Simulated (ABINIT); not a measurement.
# PtS2 (P-3m1) in ABINIT: notebook, part 2 of 2

ABINIT 10.8.3 (patched build). Earlier steps stand in the parts before.

**4. Single point, LDA (cell relaxed)**

run.abi reads:

```
# Pseudopotentials
pp_dirpath "./"
pseudos "Pt.upf, S.upf"

# Structure
acell 6.7334658912 6.7334658897 8.5127718412
rprim
     1.0000000000     0.0000000000     0.0000000000
    -0.5000000001     0.8660254037     0.0000000000
     0.0000000000     0.0000000000     1.0000000000
ntypat 2
znucl 78 16
natom 3
typat 1 2 2
xred
     0.0000000000     0.0000000000     0.0000000000
     0.6666666700     0.3333333300     0.7369241700
     0.3333333300     0.6666666700     0.2630758300
chkprim 0
chksymtnons 0
tolsym 1.0e-6

# Plane-wave basis
ecut 38.0

# k points
kptopt 1
ngkpt 7 7 4
nshiftk 1
shiftk 0.0 0.0 0.0

# Exchange and correlation
ixc 7

# Bands and occupations
nband 19
occopt 3
tsmear 0.05 eV

# SCF cycle
nstep 100
tolvrs 1.0e-10

# Output
iomode 3
prtwf 0
prtden 0
prteig 0
prtebands 0
```

Potentials or basis: PseudoDojo NC SR LDA v0.4 stringent.

Launch:

```bash
$ abinit run.abi > log 2>&1
```

run.abo:

```text
.Version 10.8.3 of ABINIT
 Symmetries : space group P-3 m 1 (#164); Bravais hP (primitive hexag.)
================================================================================
 Values of the parameters that define the memory need of the present run
     intxc =       0    ionmov =       0      iscf =       7    lmnmax =       8
     lnmax =       8     mgfft =      48  mpssoang =       4    mqgrid =    3001
     natom =       3  nloc_mem =       1    nspden =       1   nspinor =       1
    nsppol =       1      nsym =      12    n1xccc =    2501    ntypat =       2
    occopt =       3   xclevel =       1
       mpw =        3758          nfft =       76800          nkpt =          28
================================================================================
================================================================================

--------------------------------------------------------------------------------
------------- Echo of variables that govern the present computation ------------
--------------------------------------------------------------------------------
 -outvars: echo values of preprocessed input variables --------
            acell      6.7334658912E+00  6.7334658897E+00  8.5127718412E+00 Bohr
              amu      1.95080000E+02  3.20660000E+01
          chkprim           0
      chksymtnons           0
             ecut      3.80000000E+01 Hartree
              ixc           7
         kptrlatt        7    0    0      0    7    0      0    0    4
          kptrlen      3.40510874E+01
            natom           3
            nband          19
            ngfft          40      40      48
             nkpt          28
            nstep         100
             nsym          12
           ntypat           2
           occopt           3
           prtden           0
        prtebands           0
           prteig           0
            prtwf           0
            rprim      1.0000000000E+00  0.0000000000E+00  0.0000000000E+00
                      -5.0000000010E-01  8.6602540370E-01  0.0000000000E+00
                       0.0000000000E+00  0.0000000000E+00  1.0000000000E+00
          spgroup         164
           tolsym      1.00000000E-06
           tolvrs      1.00000000E-10
           tsmear      1.83746611E-03 Hartree
            typat      1  2  2
           xangst      0.0000000000E+00  0.0000000000E+00  0.0000000000E+00
                       1.7815983488E+00  1.0286062859E+00  3.3196701032E+00
                       2.7042619811E-11  2.0572125719E+00  1.1850947537E+00
            xcart      0.0000000000E+00  0.0000000000E+00  0.0000000000E+00
                       3.3667329456E+00  1.9437841718E+00  6.2732673235E+00
                       5.1103145170E-11  3.8875683436E+00  2.2395045177E+00
             xred      0.0000000000E+00  0.0000000000E+00  0.0000000000E+00
                       6.6666666667E-01  3.3333333333E-01  7.3692417000E-01
                       3.3333333333E-01  6.6666666667E-01  2.6307583000E-01
            znucl       78.00000   16.00000

================================================================================

 chkinp: Checking input parameters for consistency.

================================================================================
== DATASET  1 ==================================================================

--- !DatasetInfo
iteration_state: {dtset: 1, }
dimensions: {natom: 3, nkpt: 28, mband: 19, nsppol: 1, nspinor: 1, nspden: 1, mpw: 3758, }
cutoff_energies: {ecut:  38.0, pawecutdg:  -1.0, }
electrons: {nelect:   3.00000000E+01, charge:   0.00000000E+00, occopt:   3.00000000E+00, tsmear:   1.83746611E-03, }
meta: {optdriver: 0, ionmov: 0, optcell: 0, iscf: 7, paral_kgb: 0, }
...

 Exchange-correlation functional for the present dataset will be:
[... 74 lines left out ...]
- [  0.0000E+00,   0.0000E+00,   0.0000E+00, Pt]
- [  6.6667E-01,   3.3333E-01,   7.3692E-01,  S]
- [  3.3333E-01,   6.6667E-01,   2.6308E-01,  S]
cartesian_forces: # hartree/bohr
- [  1.70619705E-27,   8.86565992E-27,  -0.00000000E+00, ]
- [ -3.41239409E-27,  -5.91043995E-27,   1.52041982E-06, ]
- [  1.70619705E-27,  -2.95521997E-27,  -1.52041982E-06, ]
force_length_stats: {min:   9.02834615E-27, max:   1.52041982E-06, mean:   1.01361321E-06, }
...

 Integrated electronic density in atomic spheres:
 ------------------------------------------------
 Atom  Sphere_radius  Integrated_density
    1        2.00000         14.47975133
    2        2.00000          3.87588081
    3        2.00000          3.87588081
================================================================================

 ----iterations are completed or convergence reached----

 Mean square residual over all n,k,spin=   17.099E-08; max=  38.593E-06
 reduced coordinates (array xred) for    3 atoms
       0.000000000000      0.000000000000      0.000000000000
       0.666666666667      0.333333333333      0.736924170000
       0.333333333333      0.666666666667      0.263075830000
 rms dE/dt=  6.1014E-06; max dE/dt=  1.2943E-05; dE/dt below (all hartree)
    1       0.000000000000      0.000000000000      0.000000000000
    2       0.000000000000      0.000000000000     -0.000012942987
    3       0.000000000000      0.000000000000      0.000012942987

 cartesian coordinates (angstrom) at end:
    1      0.00000000000000     0.00000000000000     0.00000000000000
    2      1.78159834881271     1.02860628593758     3.31967010323369
    3      0.00000000002704     2.05721257187515     1.18509475369004

 cartesian forces (hartree/bohr) at end:
    1      0.00000000000000     0.00000000000000    -0.00000000000000
    2     -0.00000000000000    -0.00000000000000     0.00000152041982
    3      0.00000000000000    -0.00000000000000    -0.00000152041982
 frms,max,avg= 7.1673278E-07 1.5204198E-06   0.000E+00  0.000E+00  0.000E+00 h/b

 cartesian forces (eV/Angstrom) at end:
    1      0.00000000000000     0.00000000000000    -0.00000000000000
    2     -0.00000000000000    -0.00000000000000     0.00007818313067
    3      0.00000000000000    -0.00000000000000    -0.00007818313067
 frms,max,avg= 3.6855881E-05 7.8183131E-05   0.000E+00  0.000E+00  0.000E+00 e/A
 length scales=  6.733465891200  6.733465889700  8.512771841200 bohr
              =  3.563196697598  3.563196696805  4.504764856924 angstroms
 Fermi (or HOMO) energy (hartree) =   0.34703   Average Vxc (hartree)=  -0.44229
 Eigenvalues (hartree) for nkpt=  28  k points:
 kpt#   1, nband= 19, wtk=  0.00510, kpt=  0.0000  0.0000  0.0000 (reduced coord)
  -3.33050   -1.64303   -1.64303   -1.63850   -0.24789   -0.10497    0.05913    0.08020
   0.08020    0.19024    0.19024    0.25935    0.29107    0.29107    0.35965    0.38955
   0.38955    0.46726    0.53641
      occupation numbers for kpt#   1
   2.00000    2.00000    2.00000    2.00000    2.00000    2.00000    2.00000    2.00000
   2.00000    2.00000    2.00000    2.00000    2.00000    2.00000    0.00208    0.00000
   0.00000    0.00000    0.00000
 prteigrs : prtvol=0 or 1, do not print more k-points.

--- !EnergyTerms
iteration_state     : {dtset: 1, }
comment             : Components of total free energy in Hartree
kinetic             :  4.49935909087335E+01
hartree             :  3.72517212878782E+01
xc                  : -3.00229843628385E+01
Ewald energy        : -9.87762709066933E+01
psp_core            :  3.93342098432220E+00
local_psp           : -1.21156677866460E+02
non_local_psp       :  1.09241627930741E+01
internal            : -1.52853037161984E+02
'-kT*entropy'       : -1.56158355002766E-04
total_energy        : -1.52853193320339E+02
total_energy_eV     : -4.15934728237134E+03
band_energy         : -1.39258530262228E+01
...

 Cartesian components of stress tensor (hartree/bohr^3)
  sigma(1 1)=  8.46668703E-06  sigma(3 2)=  0.00000000E+00
  sigma(2 2)=  8.46669457E-06  sigma(3 1)=  0.00000000E+00
  sigma(3 3)=  8.65574660E-06  sigma(2 1)= -1.54795373E-13

-Cartesian components of stress tensor (GPa)         [Pressure= -2.5095E-01 GPa]
- sigma(1 1)=  2.49098532E-01  sigma(3 2)=  0.00000000E+00
- sigma(2 2)=  2.49098754E-01  sigma(3 1)=  0.00000000E+00
- sigma(3 3)=  2.54660857E-01  sigma(2 1)= -4.55423712E-09

== END DATASET(S) ==============================================================
================================================================================

 -outvars: echo values of variables after computation  --------
            acell      6.7334658912E+00  6.7334658897E+00  8.5127718412E+00 Bohr
           etotal     -1.5285319332E+02
            fcart      1.7061970469E-27  8.8656599215E-27 -0.0000000000E+00
                      -3.4123940937E-27 -5.9104399477E-27  1.5204198208E-06
                       1.7061970469E-27 -2.9552199739E-27 -1.5204198208E-06
            rprim      1.0000000000E+00  0.0000000000E+00  0.0000000000E+00
                      -5.0000000010E-01  8.6602540370E-01  0.0000000000E+00
                       0.0000000000E+00  0.0000000000E+00  1.0000000000E+00
           strten      8.4666870263E-06  8.4666945694E-06  8.6557466043E-06
                       0.0000000000E+00  0.0000000000E+00 -1.5479537336E-13
           xangst      0.0000000000E+00  0.0000000000E+00  0.0000000000E+00
                       1.7815983488E+00  1.0286062859E+00  3.3196701032E+00
                       2.7042619811E-11  2.0572125719E+00  1.1850947537E+00
             xred      0.0000000000E+00  0.0000000000E+00  0.0000000000E+00
                       6.6666666667E-01  3.3333333333E-01  7.3692417000E-01
                       3.3333333333E-01  6.6666666667E-01  2.6307583000E-01
 Calculation completed.
```

It took 49 s on 1 thread of AMD EPYC 9R45 (Zen 5), shared host; peak memory 0.1 GiB.

Results:

```
Free energy                                           : -4159.3473 eV
Pressure                                              : -0.3 GPa
Band gap on the k mesh                                : none (metal or under the smearing width)
Valence electrons inside the program's atomic spheres : Pt 14.48; S 3.88
```

**5. Summary**

```tsv
task	level	potentials or basis	spin	cell	cutoff (eV)	fine-grid cutoff	cell freedom (optcell)	optimiser (ionmov)	cutoff smearing ecutsm (Ha)	force stop (Ha/bohr)	gap on the mesh (eV)	pressure (GPa)
single point	RPBE	JTH PAW PBE v2.0	SOC, no magnetisation	as given	408	816.342 eV	-	-	-	-	0.90	-
relaxation of cell and atoms	LDA	PseudoDojo NC SR LDA v0.4 stringent	off	relaxed	1034	-	2	2	0.5	2e-05	none	0.0
single point	LDA	PseudoDojo NC SR LDA v0.4 stringent	off	cell relaxed	1034	-	-	-	-	-	none	-0.3
```

Alike in all rows: k mesh 7 × 7 × 4; smearing fermi-dirac 0.05 eV.

Caveats: the PAW data sets were made with another functional, which shifts forces and pressure a little (some runs); an odd mesh through Γ misses points on the zone boundary, where band edges often lie (some runs).

Absolute energies hang on the potentials; compare differences alone.
